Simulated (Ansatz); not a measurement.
## Sr: one input, then a changed one

Structure: COD 9008551, as refined from experiment and not relaxed. It was measured hot, at 887 K.

First run: DFT, r2SCAN, PAW with Ansatz's default frozen-core files, scalar-relativistic (Ansatz 0.2.0).

Command: `ansatz run input.yaml --threads 1 --pin off --max-ram 2048MiB --backend cpu --events-out ev --progress --plain --runs-dir out` The run took 8.2 s on 1 thread of Arm Neoverse V2, on a shared host, peak memory 0.47 GiB.

```yaml
crystal:
  lattice:
    - [-2.425, 2.425, 2.425]
    - [2.425, -2.425, 2.425]
    - [2.425, 2.425, -2.425]
  atoms:
    - { symbol: Sr, position: [0.0, 0.0, 0.0] }
kpoints:
  mp_grid: { grid: [12, 12, 12] }
  band_path:
    path:
      - [0.0, 0.0, 0.0]
      - [0.5, -0.5, 0.5]
      - [0.0, 0.0, 0.5]
      - [0.0, 0.0, 0.0]
      - [0.25, 0.25, 0.25]
      - [0.5, -0.5, 0.5]
      - [0.25, 0.25, 0.25]
      - [0.0, 0.0, 0.5]
    npoints: 5
scf:
  occupations: { method: fermi_dirac, width: 0.05 }
hamiltonian:
  xc: r2scan
  pseudopotentials: { kind: paw }
output:
  forces: true
  stress: true
  eigenvalues: true
  efg: { contact_densities: true }
  write_density: true
  write_potential: true
  elf: true
  volumetric_format: npy
```

Result: converged; pressure -0.23 GPa; no gap on the k mesh; 6 SCF iterations.

The input is then changed:

```diff
@@ -22,5 +22,5 @@
   occupations: { method: fermi_dirac, width: 0.05 }
 hamiltonian:
-  xc: r2scan
+  xc: lda
   pseudopotentials: { kind: paw }
 output:
@@ -29,7 +29,3 @@
   eigenvalues: true
   efg: { contact_densities: true }
-  write_density: true
-  write_potential: true
-  elf: true
-  volumetric_format: npy
```

Task: Predict the outcome of the changed run.

Result: It converged; pressure -1.83 GPa; no gap on the k mesh; 6 SCF iterations.
